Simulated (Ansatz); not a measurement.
# Re and the effect of the choice of potentials or basis

The cell as given:

It takes space group P6_3/mmc (No. 194, hexagonal). The conventional cell has a = 2.766 Å, b = 2.766 Å, c = 8.939 Å, α = 90.00°, β = 90.00°, γ = 120.00°. Around Re (site symmetry -6m2) lie 12 Re at 2.75 to 2.77 Å. Re (site symmetry -3m) is surrounded by 12 Re at 2.75 to 2.77 Å.

Kept alike: task relaxation of cell and atoms; functional PBE; k mesh 11 × 11 × 3; occupations fermi-dirac, width 0.05 eV; no spin polarisation. Program: Ansatz. Cutoffs run from 420 to 1290 eV. The mesh is that of the run's cell of 4 atoms. No spin-orbit coupling.

| choice of potentials or basis | volume (Å³/atom) | first edge of the run's cell (Å) | third edge of the run's cell (Å) |
| --- | --- | --- | --- |
| Ansatz NC | 14.956 | 2.775 | 8.974 |
| Ansatz PAW | 14.944 | 2.774 | 8.971 |
| Ansatz PAW (files of its older set among them) | 14.953 | 2.774 | 8.973 |
| JTH PAW | 14.945 | 2.774 | 8.972 |
| PseudoDojo standard (PBE files) | 14.937 | 2.773 | 8.970 |
| PseudoDojo stringent (PBE files) | 14.937 | 2.773 | 8.970 |
| SPMS NC | 14.943 | 2.774 | 8.971 |

The relaxations keep at least the cell's symmetry (P6_3/mmc). For a metal such a mesh leaves the last digits unconverged. Relaxations stop with a little pressure left, so the last digits of a volume or edge aren't settled. Ansatz's relaxations hold a Pulay term in the stress (up to 0.2 GPa here).

**Question.** What does the choice of potentials or basis change here?

**Answer.** The volume runs from 14.937 (PseudoDojo standard (PBE files); PseudoDojo stringent (PBE files)) to 14.956 Å³/atom (Ansatz NC). The first edge of the run's cell runs from 2.773 (PseudoDojo standard (PBE files); PseudoDojo stringent (PBE files)) to 2.775 Å (Ansatz NC). The third edge of the run's cell runs from 8.970 (PseudoDojo standard (PBE files); PseudoDojo stringent (PBE files)) to 8.974 Å (Ansatz NC).
